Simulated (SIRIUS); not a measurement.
# Pt (P-1) in SIRIUS: single point with PBE

Aim: the single point of Pt with PBE.

Program: SIRIUS 7.10.0. These are calculated values, not measurements. Logs are shortened: lines on timing, memory, paths and dates and some standing lists are left out, and cuts for length are marked. The log counts tension as positive stress, the text compression.

### 1 The cell of the first run

The typed cell holds 2 atoms: a = 2.744 Å, b = 2.744 Å, c = 4.481 Å, α = 90.00°, β = 90.00°, γ = 109.47°.

This isn't the form of Pt at room conditions, which is fcc.

### 2 Single point, PBE (atoms moved at random, drawn with an rms of 0.05 Å)

File sirius.json:

```json
{
  "control": {
    "processing_unit": "cpu",
    "verbosity": 2,
    "num_bands_to_print": 27,
    "print_forces": true,
    "print_stress": true
  },
  "parameters": {
    "electronic_structure_method": "pseudopotential",
    "xc_functionals": ["XC_GGA_X_PBE", "XC_GGA_C_PBE"],
    "gk_cutoff": 9.2,
    "pw_cutoff": 18.4,
    "ngridk": [10, 10, 6],
    "shiftk": [0, 0, 0],
    "smearing": "fermi_dirac",
    "smearing_width": 0.0018374661,
    "num_bands": 27,
    "num_mag_dims": 0,
    "num_dft_iter": 100,
    "energy_tol": 1e-08,
    "density_tol": 1e-06
  },
  "iterative_solver": {
    "type": "davidson",
    "min_tolerance": 1e-09,
    "tolerance_scale": [0.1, 0.25]
  },
  "mixer": {
    "type": "anderson",
    "beta": 0.7,
    "max_history": 8
  },
  "settings": {
    "tol_ne": 1e-10,
    "pseudo_grid_cutoff": 6.5
  },
  "unit_cell": {
    "lattice_vectors": [
      [-0.57735026919, 0.57735026919, 0.57735026919],
      [0.57735026919, -0.57735026919, 0.57735026919],
      [1.154700538379, 1.154700538379, 0.0]
    ],
    "lattice_vectors_scale": 5.1853131122,
    "atom_coordinate_units": "lattice",
    "atom_types": ["Pt"],
    "atom_files": {
      "Pt": "Pt.json"
    },
    "atoms": {
      "Pt": [
        [-0.000203, 0.005828, 0.943816],
        [0.522286, 0.515145, 0.54467]
      ]
    }
  }
}
```

Potentials or basis: PseudoDojo 0.4.1 PBE standard (scalar relativistic).

Command:

```bash
$ upf_to_json Pt.upf
$ OMP_NUM_THREADS=1 sirius.scf --input=sirius.json --output=out.json --task=0
```

Log:

```text
[info] SIRIUS version : 7.10.0
[info] number of MPI ranks           : 1
[info] MPI grid                      : 1 1
[info] maximum number of OMP threads : 1
[fft] FFT context for density and potential
[fft] =====================================
[fft]   comm size                             : 1
[fft]   plane wave cutoff                     : 18.4
[fft]   grid size                             : 36 36 54   total : 69984
[fft]   grid limits                           : -17 18   -17 18   -26 27
[fft]   number of G-vectors within the cutoff : 11283
[fft]   local number of G-vectors             : 11283
[fft]   number of G-shells                    : 3125
[fft] FFT context for coarse grid
[fft] =====================================
[fft]   comm size                             : 1
[fft]   plane wave cutoff                     : 18.4
[fft]   grid size                             : 36 36 54   total : 69984
[fft]   grid limits                           : -17 18   -17 18   -26 27
[fft]   number of G-vectors within the cutoff : 11283
[fft]   local number of G-vectors             : 11283
[fft]   number of G-shells                    : 3125
[unit cell] lattice vectors
[unit cell]   a1 :      -2.9937419212      2.9937419212      2.9937419212
[unit cell]   a2 :       2.9937419212     -2.9937419212      2.9937419212
[unit cell]   a3 :       5.9874838423      5.9874838423      0.0000000000
[unit cell] reciprocal lattice vectors
[unit cell]   b1 :      -0.5246932996      0.5246932996      1.0493865992
[unit cell]   b2 :       0.5246932996     -0.5246932996      1.0493865992
[unit cell]   b3 :       0.5246932996      0.5246932996     -0.0000000000
[unit cell] unit cell volume :       214.65107279 [a.u.^3]
[unit cell] 1/sqrt(omega)    :         0.06825484
[unit cell] MT volume        :         0.00000000 ( 0.00%)
[unit cell] IT volume        :       214.65107279 (100.00%)
[unit cell] number of atom types : 1
[unit cell] type id : 0 symbol : Pt mt_radius :  13.730000 num_atoms : 2
[unit cell] total number of atoms : 2
[unit cell] number of symmetry classes : 1
[unit cell] number of PAW atoms : 0
[unit cell] atom id  type id  class id             position                      vector_field
[unit cell] ------------------------------------------------------------------------------------------
[unit cell]      0        0        0     -0.00020   0.00583   0.94382      0.00000   0.00000   0.00000
[unit cell]      1        0        0      0.52229   0.51514   0.54467      0.00000   0.00000   0.00000
[unit cell] atom id         position (Cartesian, a.u.)
[unit cell] ---------------------------------------------
[unit cell]      0       5.669138    5.633028    0.016840
[unit cell]      1       3.239825    3.282581    3.105801
[unit cell] class id : 0 atom id : 0 1
[unit cell] minimum bond length:     4.452819
[unit cell] total number of pseudo wave-functions: 20
[sym] space group number   : 2
[sym] international symbol : P-1
[sym] Hall symbol          : -P 1
[sym] space group transformation matrix :
[sym]   1.0000  0.0000  0.0000
[sym]   0.0000  1.0000  0.0000
[... 267 lines left out ...]
[diagonalize] ik:    1   -2.813010   -2.809679   -1.143133   -1.133844   -1.118648   -1.117705   -1.117310   -1.116474    0.457685    0.549491    0.599560    0.634380    0.662776    0.686266    0.742457    0.748483    0.762553    0.767509    0.814809    0.913838    0.992956    1.281355    1.359143    1.441482    1.450979    1.504730    1.626721
[diagonalize] ik:    2   -2.812640   -2.809787   -1.142869   -1.135694   -1.120686   -1.118635   -1.117836   -1.116472    0.488353    0.571464    0.603569    0.634820    0.650117    0.704071    0.718515    0.736706    0.763953    0.769945    0.801754    0.985052    0.998726    1.206777    1.369673    1.440857    1.449794    1.509031    1.566942
[diagonalize] ik:    3   -2.812109   -2.809995   -1.142983   -1.137890   -1.122799   -1.120247   -1.117871   -1.116610    0.528298    0.581216    0.616521    0.638653    0.642981    0.679544    0.736564    0.752341    0.766122    0.777471    0.795336    1.003182    1.055128    1.103649    1.374458    1.397886    1.412461    1.487543    1.511900
[diagonalize] ik:    4   -2.811533   -2.810309   -1.143586   -1.139580   -1.123682   -1.121843   -1.117814   -1.116867    0.556688    0.574429    0.626928    0.641598    0.663729    0.666188    0.736610    0.751820    0.789049    0.790779    0.820853    0.983609    1.039965    1.101363    1.297982    1.348034    1.407909    1.421689    1.519617
[diagonalize] ...
[diagonalize] ik:  299   -2.811337   -2.810324   -1.144576   -1.140753   -1.124861   -1.121927   -1.117373   -1.116950    0.553860    0.554504    0.614305    0.622928    0.695886    0.736321    0.750639    0.758652    0.798127    0.822637    0.873044    0.880461    1.018273    1.038283    1.293109    1.331113    1.407382    1.430462    1.613544
[diagonalize] ik:  300   -2.811592   -2.809858   -1.143523   -1.139472   -1.127631   -1.122520   -1.119064   -1.117652    0.571258    0.571766    0.619267    0.634049    0.651227    0.712447    0.733129    0.742183    0.808513    0.816723    0.912429    0.923760    1.042724    1.080048    1.256899    1.280975    1.420115    1.429169    1.597345
[diagonalize] ik:  301   -2.811763   -2.809427   -1.142240   -1.137767   -1.130625   -1.124178   -1.121058   -1.118167    0.583366    0.585962    0.603396    0.610999    0.662184    0.712344    0.735688    0.755589    0.796343    0.817681    0.929815    0.951750    1.089962    1.130562    1.208236    1.213445    1.406483    1.461636    1.536200
[diagonalize] ik:  302   -2.811853   -2.809125   -1.141274   -1.136222   -1.132997   -1.125533   -1.122740   -1.118598    0.576797    0.581292    0.588004    0.607667    0.672651    0.733514    0.743432    0.789384    0.797196    0.816410    0.935693    0.977669    1.093842    1.107131    1.181271    1.246226    1.394581    1.420648    1.485897
[diagonalize] ik:  303   -2.811880   -2.809017   -1.140944   -1.135536   -1.133941   -1.125962   -1.123446   -1.118799    0.569504    0.575792    0.584868    0.610413    0.676368    0.736539    0.768067    0.770036    0.804881    0.840078    0.938379    1.006272    1.054000    1.071792    1.195388    1.307992    1.358518    1.392267    1.451173
[find] Charges and magnetic moments
[find] --------------------------------------------------------------------------------
[find] total charge          : 36.000000
[find] Energy
[find] --------------------------------------------------------------------------------
[find] valence_eval_sum               :     -11.22021993
[find] <rho|V^{XC}>                   :     -34.18520388
[find] <rho|E^{XC}>                   :     -47.61913276
[find] <mag|B^{XC}>                   :       0.00000000
[find] <rho|V^{H}>                    :      90.89464750
[find] one-electron contribution      :     -67.92966355 (Ha),    -135.85932710 (Ry)
[find] hartree contribution           :      45.44732375
[find] xc contribution                :     -47.61913276
[find] ewald contribution             :    -191.02954259
[find] PAW contribution               :       0.00000000
[find] smearing (-TS)                 :      -0.00073976
[find] SCF correction                 :       0.00000063
[find] Total energy                   :    -261.13101452 (Ha),    -522.26202904 (Ry)
[find] Free energy (E-TS)             :    -261.13175428 (Ha),    -522.26350856 (Ry)
[find] band gap (eV)                  :       0.00000000
[find] Efermi                         :       0.80924057
[find] iteration : 11, RMS : 1.211419066733e-08, energy difference : 1.341504685115e-11
[find] Hartree energy of density residual : 9.443569149989e-15
[find] bands are converged : true
[find] iterative solver converged : true
[find] converged after 12 SCF iterations!
[find] Charges and magnetic moments
[find] --------------------------------------------------------------------------------
[find] total charge          : 36.000000
[find] Energy
[find] --------------------------------------------------------------------------------
[find] valence_eval_sum               :     -11.22021993
[find] <rho|V^{XC}>                   :     -34.18520388
[find] <rho|E^{XC}>                   :     -47.61913276
[find] <mag|B^{XC}>                   :       0.00000000
[find] <rho|V^{H}>                    :      90.89464750
[find] one-electron contribution      :     -67.92966355 (Ha),    -135.85932710 (Ry)
[find] hartree contribution           :      45.44732375
[find] xc contribution                :     -47.61913276
[find] ewald contribution             :    -191.02954259
[find] PAW contribution               :       0.00000000
[find] smearing (-TS)                 :      -0.00073976
[find] SCF correction                 :       0.00000063
[find] Total energy                   :    -261.13101452 (Ha),    -522.26202904 (Ry)
[find] Free energy (E-TS)             :    -261.13175428 (Ha),    -522.26350856 (Ry)
[find] band gap (eV)                  :       0.00000000
[find] Efermi                         :       0.80924057
[ground_state] === stress tensor components [kbar] ===
[ground_state] === stress_kin ===
[ground_state] -68532.349393  182.517945   31.364907
[ground_state]   182.517945-68532.540135   27.776333
[ground_state]    31.364907   27.776333-68176.004528
[ground_state] === stress_har ===
[ground_state] -17212.476995 8965.776502 -327.226155
[ground_state]  8965.776502-17275.713984 -290.742778
[ground_state]  -327.226155 -290.742778-27803.892428
[ground_state] === stress_ewald ===
[ground_state] 92514.35353310935.854324 -867.991947
[ground_state] 10935.85432492422.517791 -792.564230
[ground_state]  -867.991947 -792.56423076896.548511
[ground_state] === stress_vloc ===
[ground_state]  9531.069152-20233.654679 1112.016162
[ground_state] -20233.654679 9692.828654 1006.472091
[ground_state]  1112.016162 1006.47209135284.295692
[ground_state] === stress_xc ===
[ground_state] -17882.310291    1.728320   -0.766520
[ground_state]     1.728320-17882.444559   -0.721459
[ground_state]    -0.766520   -0.721459-17885.521126
[ground_state] === stress_core ===
[ground_state] 33448.021501   -7.823517   -1.417716
[ground_state]    -7.82351733448.206324   -1.247053
[ground_state]    -1.417716   -1.24705333438.547308
[ground_state] === stress_nonloc ===
[ground_state] -32117.369167   28.247704    4.093635
[ground_state]    28.247704-32118.429372    3.542844
[ground_state]     4.093635    3.542844-32090.324111
[ground_state] === stress_us_nl ===
[ground_state] -32117.369167   28.247704    4.093635
[ground_state]    28.247704-32118.429372    3.542844
[ground_state]     4.093635    3.542844-32090.324111
[ground_state] === stress_total ===
[ground_state]  -251.061660 -127.353403  -49.927633
[ground_state]  -127.353403 -245.575282  -47.484252
[ground_state]   -49.927633  -47.484252 -336.350682
[ground_state] ==== total Forces in Ha/bohr =====
[ground_state] atom:    0, force:       0.0876072      0.0868056      0.0142276
[ground_state] atom:    1, force:      -0.0876072     -0.0868056     -0.0142276
[ground_state] ==== ultrasoft contribution from Qij =====
[ground_state] atom:    0, force:       0.0000000      0.0000000      0.0000000
[ground_state] atom:    1, force:       0.0000000      0.0000000      0.0000000
[ground_state] ==== non-local contribution from Beta-projector =====
[ground_state] atom:    0, force:       0.0680282      0.0697318      0.0064724
[ground_state] atom:    1, force:      -0.0680282     -0.0697318     -0.0064724
[ground_state] ==== contribution from local potential =====
[ground_state] atom:    0, force:      -9.5765040     -9.6073967     -0.3382048
[ground_state] atom:    1, force:       9.5765040      9.6073967      0.3382048
[ground_state] ==== contribution from core density =====
[ground_state] atom:    0, force:      -0.0027760     -0.0031028     -0.0002248
[ground_state] atom:    1, force:       0.0027760      0.0031028      0.0002248
[ground_state] ==== Ewald forces from ions =====
[ground_state] atom:    0, force:       9.5988588      9.6275729      0.3461848
[ground_state] atom:    1, force:      -9.5988588     -9.6275729     -0.3461848
[~DFT_ground_state] local op. applied: 218694
[~DFT_ground_state] evp. work count: 32223.2
[~DFT_ground_state] number of iterative solver steps: 12322
```

Run time: 7.9 min. Hardware: 1 thread of Arm Neoverse V2, shared host; peak memory 2.1 GiB.

What came out:

```
Free energy            : -7105.7570 eV
Pressure               : 27.8 GPa
Largest force          : 6.384 eV/Å
Band gap on the k mesh : none (metal or under the smearing width)
```

Forces on the atoms (eV/Å):
```
Pt   4.505  4.464  0.732
Pt  -4.505 -4.464 -0.732
```

Stress tensor (GPa, compression positive):
```
25.11 12.74  4.99
12.74 24.56  4.75
 4.99  4.75 33.64
```
